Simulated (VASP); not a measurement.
# Mg2Si (Fm-3m) in VASP: further runs, part 2 of 2

VASP 6.6.1. Earlier steps stand in the parts before.

**3. Relaxation of cell and atoms, PBE**

This run uses another cell than the first one, of 21.75 Å³/atom, 1.069 times its volume.

INCAR

```
SYSTEM = Mg2Si
  ALGO = Normal
  EDIFF = 1E-6
  EDIFFG = -0.01
  ENCUT = 600
  GGA = PE
  IBRION = 2
  ISIF = 3
  ISMEAR = 0
  KPAR = 2
  LASPH = .TRUE.
  LCHARG = .FALSE.
  LREAL = .FALSE.
  LWAVE = .FALSE.
  NELM = 80
  NSW = 90
  PREC = Accurate
  SIGMA = 0.03
```

KPOINTS

```
k-points
0
G
  10 10 10
  0 0 0
```

POSCAR

```
Mg2Si
1.0
    0.0000000000      3.1955000000      3.1955000000
    3.1955000000      0.0000000000      3.1955000000
    3.1955000000      3.1955000000      0.0000000000
Mg Si
2 1
Direct
    0.2500000000      0.2500000000      0.2500000000
    0.7500000000      0.7500000000      0.7500000000
    0.0000000000      0.0000000000      0.0000000000
```

Potentials or basis: VASP PAW PBE potentials, release 64 (Mg, Si).

Run with:

```console
cat potpaw_PBE.64/Mg/POTCAR potpaw_PBE.64/Si/POTCAR > POTCAR
mpirun -np 2 vasp_std > vasp.out
```

OUTCAR:

```text
SYSTEM = Mg2Si
   EDIFF = 1E-6
   EDIFFG = -0.01
   ENCUT = 600
   GGA = PE
   IBRION = 2
   ISIF = 3
   ISMEAR = 0
   LASPH = .TRUE.
   LREAL = .FALSE.
   NELM = 80
   NSW = 90
   PREC = Accurate

 ion  position               nearest neighbor table
   1  0.250  0.250  0.250-   3 2.77   3 2.77   3 2.77   3 2.77   2 3.20   2 3.20   2 3.20   2 3.20
                             2 3.20   2 3.20
   2  0.750  0.750  0.750-   3 2.77   3 2.77   3 2.77   3 2.77   1 3.20   1 3.20   1 3.20   1 3.20
                             1 3.20   1 3.20
   3  0.000  0.000  0.000-   2 2.77   2 2.77   2 2.77   1 2.77   2 2.77   1 2.77   1 2.77   1 2.77

  LATTYP: Found a face centered cubic cell.
 ALAT       =     6.3910000000

  Lattice vectors:

 A1 = (   0.0000000000,   3.1955000000,   3.1955000000)
 A2 = (   3.1955000000,   0.0000000000,   3.1955000000)
 A3 = (   3.1955000000,   3.1955000000,   0.0000000000)

Analysis of symmetry for initial positions (statically):
=====================================================================
 Subroutine PRICEL returns:
 Original cell was already a primitive cell.

 Routine SETGRP: Setting up the symmetry group for a
 face centered cubic supercell.

 Subroutine GETGRP returns: Found 48 space group operations
 (whereof 48 operations were pure point group operations)
 out of a pool of 48 trial point group operations.

The static configuration has the point symmetry O_h .

Analysis of symmetry for dynamics (positions and initial velocities):
=====================================================================
 Subroutine PRICEL returns:
 Original cell was already a primitive cell.

 Routine SETGRP: Setting up the symmetry group for a
 face centered cubic supercell.

 Subroutine GETGRP returns: Found 48 space group operations
 (whereof 48 operations were pure point group operations)
 out of a pool of 48 trial point group operations.

The dynamic configuration has the point symmetry O_h .

 Subroutine INISYM returns: Found 48 space group operations
 (whereof 48 operations are pure point group operations),
 and found     1 'primitive' translations

----------------------------------------------------------------------------------------

                                     Primitive cell

  volume of cell :      65.2599

  direct lattice vectors                    reciprocal lattice vectors
     0.000000000  3.195500000  3.195500000    -0.156470036  0.156470036  0.156470036
     3.195500000  0.000000000  3.195500000     0.156470036 -0.156470036  0.156470036
     3.195500000  3.195500000  0.000000000     0.156470036  0.156470036 -0.156470036

  length of vectors
     4.519119439  4.519119439  4.519119439     0.271014052  0.271014052  0.271014052

  position of ions in fractional coordinates (direct lattice)
     0.250000000  0.250000000  0.250000000
     0.750000000  0.750000000  0.750000000
     0.000000000  0.000000000  0.000000000

  ion indices of the primitive-cell ions
   primitive index   ion index
[... 115 lines left out ...]

 number of electron       8.0000000 magnetization

 Free energy of the ion-electron system (eV)
  ---------------------------------------------------
  ext. energy  EPLUGINS =         0.00000000
  ---------------------------------------------------
  free energy    TOTEN  =        -8.91494557 eV

  energy without entropy =       -8.91494557  energy(sigma->0) =       -8.91494557

------------------------ aborting loop because EDIFF is reached ----------------------------------------

  FORCE on cell =-STRESS in cart. coord.  units (eV):
  Direction    XX          YY          ZZ          XY          YZ          ZX
  --------------------------------------------------------------------------------------
  -------------------------------------------------------------------------------------
  Total       -0.3153290     -0.3153290     -0.3153290      0.0000000      0.0000000      0.0000000
  in kB       -7.7415519     -7.7415519     -7.7415519      0.0000000      0.0000000      0.0000000
  external PRESSURE =      -7.7415519 kB  Pullay stress =       0.0000000 kB

 VOLUME and BASIS-vectors are now :
 -----------------------------------------------------------------------------
  energy-cutoff  :      600.00
  volume of cell :       65.26
      direct lattice vectors                 reciprocal lattice vectors
     0.000000000  3.195500000  3.195500000    -0.156470036  0.156470036  0.156470036
     3.195500000  0.000000000  3.195500000     0.156470036 -0.156470036  0.156470036
     3.195500000  3.195500000  0.000000000     0.156470036  0.156470036 -0.156470036

 POSITION                                       TOTAL-FORCE (eV/Angst)
 -----------------------------------------------------------------------------------
      1.59775      1.59775      1.59775        -0.000000     -0.000000      0.000000
      4.79325      4.79325      4.79325         0.000000      0.000000     -0.000000
      0.00000      0.00000      0.00000         0.000000      0.000000      0.000000
 -----------------------------------------------------------------------------------
    total drift:                               -0.000000     -0.000000     -0.000000

  FREE ENERGIE OF THE ION-ELECTRON SYSTEM (eV)
  ---------------------------------------------------
  free  energy   TOTEN  =        -8.9149455654 eV

  energy  without entropy=       -8.9149455654  energy(sigma->0) =       -8.91494557

--------------------------------------- Ionic step        2  -------------------------------------------

 number of electron       8.0000000 magnetization

 Free energy of the ion-electron system (eV)
  ---------------------------------------------------
  ext. energy  EPLUGINS =         0.00000000
  ---------------------------------------------------
  free energy    TOTEN  =        -8.91728573 eV

  energy without entropy =       -8.91728573  energy(sigma->0) =       -8.91728573

 E-fermi :   3.6785     XC(G=0):  -8.7766

 val. band max:        3.5719712404   @ k =   0.0000   0.0000   0.0000
 cond. band min:       3.7852353355   @ k =   0.5000   0.5000   0.0000
 fundamental gap:      0.2132640951
 Fermi energy:         3.6785075948

 k-point     1 :       0.0000    0.0000    0.0000
  band No.  band energies     occupation
      1      -5.5226      2.00000
      2       3.5720      2.00000
      3       3.5720      2.00000
      4       3.5720      2.00000
      5       5.4273      0.00000
      6       6.1370      0.00000
      7       6.1370      0.00000
      8       6.1370      0.00000
[... 243 lines left out ...]
 k-point    24 :       0.4000    0.3000    0.0000
  band No.  band energies     occupation
      1      -4.1616      2.00000
      2       0.0259      2.00000
      3       1.5682      2.00000
      4       1.9377      2.00000
      5       4.3881      0.00000
      6       4.9061      0.00000
      7       9.0102      0.00000
      8       9.1216      0.00000

 [... further k-points ...]

------------------------ aborting loop because EDIFF is reached ----------------------------------------

  FORCE on cell =-STRESS in cart. coord.  units (eV):
  Direction    XX          YY          ZZ          XY          YZ          ZX
  --------------------------------------------------------------------------------------
  -------------------------------------------------------------------------------------
  Total        0.0139711      0.0139711      0.0139711      0.0000000      0.0000000      0.0000000
  in kB        0.3482712      0.3482712      0.3482712      0.0000000      0.0000000      0.0000000
  external PRESSURE =       0.3482712 kB  Pullay stress =       0.0000000 kB

 VOLUME and BASIS-vectors are now :
 -----------------------------------------------------------------------------
  energy-cutoff  :      600.00
  volume of cell :       64.27
      direct lattice vectors                 reciprocal lattice vectors
     0.000000000  3.179296357  3.179296357    -0.157267503  0.157267503  0.157267503
     3.179296357  0.000000000  3.179296357     0.157267503 -0.157267503  0.157267503
     3.179296357  3.179296357  0.000000000     0.157267503  0.157267503 -0.157267503

 POSITION                                       TOTAL-FORCE (eV/Angst)
 -----------------------------------------------------------------------------------
      1.58965      1.58965      1.58965        -0.000000      0.000000     -0.000000
      4.76894      4.76894      4.76894         0.000000     -0.000000      0.000000
      0.00000      0.00000      0.00000         0.000000     -0.000000      0.000000
 -----------------------------------------------------------------------------------
    total drift:                               -0.000000     -0.000000     -0.000000

  FREE ENERGIE OF THE ION-ELECTRON SYSTEM (eV)
  ---------------------------------------------------
  free  energy   TOTEN  =        -8.9172857263 eV

  energy  without entropy=       -8.9172857260  energy(sigma->0) =       -8.91728573

 reached required accuracy - stopping structural energy minimisation
```

CONTCAR:

```text
Mg2Si
   1.00000000000000
     0.0000000000000000    3.1792963568773889    3.1792963568773889
     3.1792963568773889    0.0000000000000000    3.1792963568773889
     3.1792963568773889    3.1792963568773889    0.0000000000000000
  Mg              Si
     2     1
Direct
     0.2500000000000000    0.2500000000000000    0.2500000000000000
     0.7500000000000000    0.7500000000000000    0.7500000000000000
     0.0000000000000000    0.0000000000000000    0.0000000000000000

  0.00000000E+00  0.00000000E+00  0.00000000E+00
  0.00000000E+00  0.00000000E+00  0.00000000E+00
  0.00000000E+00  0.00000000E+00  0.00000000E+00
```

Wall time 18 s (2 MPI ranks of AMD EPYC 9R45 (Zen 5), shared host); peak memory 0.2 GiB.

What came out:

```
Free energy                            : -8.9173 eV
Relaxed volume                         : 21.42 Å³/atom
Relaxed cell                           : a = 4.496 Å, b = 4.496 Å, c = 4.496 Å, α = 60.00°, β = 60.00°, γ = 60.00°
Space group after relaxing (to 0.05 Å) : Fm-3m (No. 225)
Energy gained by relaxing              : 0.8 meV/atom
Ionic steps                            : 2
Pressure after relaxing                : 0.0 GPa
Band gap on the k mesh                 : 0.21 eV, indirect (least direct gap 1.86 eV)
```

The path:
```tsv
step	energy change (eV)	largest force (eV/Å)	pressure (GPa)	volume (Å³)
1	0.0000	0.0000	-0.77	65.26
2	-0.0023	0.0000	0.03	64.27
```

Final structure:
```cif
data_structure
_symmetry_space_group_name_H-M 'P 1'
_symmetry_Int_Tables_number 1
_cell_length_a 4.4962
_cell_length_b 4.4962
_cell_length_c 4.4962
_cell_angle_alpha 60.000
_cell_angle_beta 60.000
_cell_angle_gamma 60.000
_cell_volume 64.27
loop_
_atom_site_label
_atom_site_type_symbol
_atom_site_fract_x
_atom_site_fract_y
_atom_site_fract_z
_atom_site_occupancy
Mg1 Mg 0.25000 0.25000 0.25000 1
Mg2 Mg 0.75000 0.75000 0.75000 1
Si1 Si 0.00000 0.00000 0.00000 1
```

Levels at points of the mesh, in eV from the valence-band top:
| k point | band 1 | band 2 | band 3 | band 4 | band 5 | band 6 | band 7 | band 8 |
| --- | --- | --- | --- | --- | --- | --- | --- | --- |
| (0.00, 0.00, 0.00) | -9.09 | 0.00 | 0.00 | 0.00 | 1.86 | 2.56 | 2.56 | 2.56 |
| (0.50, 0.00, 0.00) | -7.68 | -4.74 | -0.70 | -0.70 | 1.25 | 2.55 | 2.55 | 5.01 |
| (0.50, 0.50, 0.00) | -7.12 | -4.42 | -1.94 | -1.94 | 0.21 | 0.41 | 7.91 | 7.91 |

A k mesh can miss the band edges. PBE gaps usually lie below the measured ones, often by a third to a half.
